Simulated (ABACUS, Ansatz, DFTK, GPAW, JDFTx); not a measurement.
Equation of state of CoAl under PBEsol

```yaml
crystal:
  lattice:
    - [2.81940, 0.00000, 0.00000]
    - [0.00000, 2.81940, 0.00000]
    - [0.00000, 0.00000, 2.81940]
  atoms:
    - { symbol: Co, position: [0.50000, 0.50000, 0.50000] }
    - { symbol: Al, position: [0.00000, 0.00000, 0.00000] }
```

The cell is a database's computed one, not the measured one.

The cell was scaled at fixed shape and fractions and run with Ansatz, Ansatz PAW, cutoff 420 eV; PBEsol, k mesh 9 × 9 × 9 on the cell of 2 atoms, fermi-dirac occupations of 0.05 eV, collinear spin, ferromagnetic start, no spin-orbit coupling. The potentials were made for PBE. Energies are those that the program minimises, any entropy of the smearing included. For a metal such a mesh isn't converged to the digits shown. The magnetic state is the one that the start led to, which needn't be the lowest.

```tsv
V (Å³/atom)	energy over the lowest row (meV/atom)
10.5334	30.30
10.7575	13.63
10.9817	?
11.2058	0.00
11.4299	1.73
11.6540	8.43
11.8781	19.58
```

Question: Fit the third-order Birch-Murnaghan form, give V0, B0 and B′, and predict the energy left open.

Answer: With y = (V0/V)^(2/3), E = E0 + (9 V0 B0/16) [(y - 1)³ B′ + (y - 1)² (6 - 4y)]. Least squares through the rows shown give V0 = 11.2434 Å³/atom, E0 = -0.08 meV, B0 = 193.6 GPa (1 eV/Å³ = 160.218 GPa) and B′ = 4.27, with a largest miss of 0.01 meV. At V = 10.9817 the form with these constants gives 3.76 meV; the run gave 3.76 meV an atom. Other set-ups at this level, from all their volumes (Å³/atom, GPa): ABACUS, PseudoDojo NC SR 0.4.1 PBEsol standard, plane waves: V0 11.248, B0 193.3; DFTK, PseudoDojo SR PBEsol 0.4.1 standard (PBEsol): V0 11.247, B0 193.3; GPAW, PAW data sets generated for this functional: V0 11.331, B0 193.8; JDFTx, PseudoDojo-SR-PBEsol-0.4.1-standard with smoothed tails: V0 11.248, B0 193.4.
